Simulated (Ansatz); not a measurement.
**Cu under changes of volume**

One of the cells (11.810 Å³/atom); the others are scaled copies at fixed shape and fractional positions:

```
Cu
1.0
     0.00000    1.80750    1.80750
     1.80750    0.00000    1.80750
     1.80750    1.80750    0.00000
Cu
1
Direct
  0.00000 0.00000 0.00000
```

* Program: Ansatz 0.2.0
* Functional: RPBE
* Dispersion: D3(BJ)
* Potentials or basis: Ansatz PAW
* Cutoff: 420 eV (not typed: the program's choice for these potentials)
* k mesh: 13 × 13 × 13
* Occupations: fermi-dirac, width 0.05 eV
* Spin: no spin polarisation

```tsv
volume (Å³/atom)	energy over the lowest point (meV/atom)	pressure (GPa)
11.102	0.00	-25.5
11.338	?	?
11.574	82.93	-30.6
11.810	129.53	-32.6
12.047	178.91	-34.4
12.283	230.72	-35.9
12.519	284.59	-37.2
```

Question: What does the run at 11.338 Å³/atom give?

Answer: Energy over the lowest point 39.61 meV/atom; pressure -28.2 GPa.

Worked out: A Birch-Murnaghan fit of order 3 (a polynomial in V^(-2/3)) to the other rows has no minimum within the range. It gives 39.66 meV/atom at 11.338 Å³/atom, against the run's 39.61, and -dE/dV = -28.2 GPa, against -28.2.

Energies are extrapolated to zero smearing.

Caveats: pairwise dispersion overbinds metals, which lowers pressure and volume; the PAW data sets come from PBE, with cores solved anew for the run's functional, which leaves a small shift of forces and pressure.
